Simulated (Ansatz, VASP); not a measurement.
## Two plane-wave programs on HfO2

```
Hf O
1.0
     0.00000    2.52207    2.52207
     2.52207    0.00000    2.52207
     2.52207    2.52207    0.00000
Hf O
1 2
Direct
  0.99853 0.00147 0.00147
  0.25819 0.24181 0.24181
  0.75819 0.74181 0.74181
```

Change from the starting cell: mode 4 frozen in at -0.041 Å, strain +e along z and -e/2 along x and y +0.0000.

Alike in both runs: task single point; functional PBEsol; k mesh 8 × 8 × 8; occupations gaussian, width 0.05 eV; no spin polarisation.

|  | VASP | Ansatz |
| --- | --- | --- |
| version | VASP 6.6.1 | Ansatz 0.2.0 |
| potentials or method | VASP PAW PBE potentials, release 64 (Hf_pv, O) | scalar-relativistic, plane waves, PAW |
| plane-wave cutoff (eV) | 520 | 520 |
| valence electrons in the cell | 22 | 38 |

|  | VASP | Ansatz | Ansatz less VASP |
| --- | --- | --- | --- |
| gap on the k mesh at the Fermi level (eV) | 3.71 | 3.69 | -0.020 |
| least direct gap on the mesh (eV) | 3.71 | 3.69 | -0.020 |
| pressure (GPa) | -3.5 | 0.3 | +3.78 |
| rms of the force components (eV/Å) | 0.110 | 0.114 | +0.0045 |

Atom by atom the forces differ by 0.004 eV/Å (rms over components). The two sets of potentials don't hold the same shells in valence. Ansatz warned: «pseudo_functional_mismatch».

Caveats: the PAW data sets were made with another functional, which shifts forces and pressure a little (VASP); spin-orbit coupling is left out, which moves the levels of the heavy elements. A k mesh can miss the band edges.
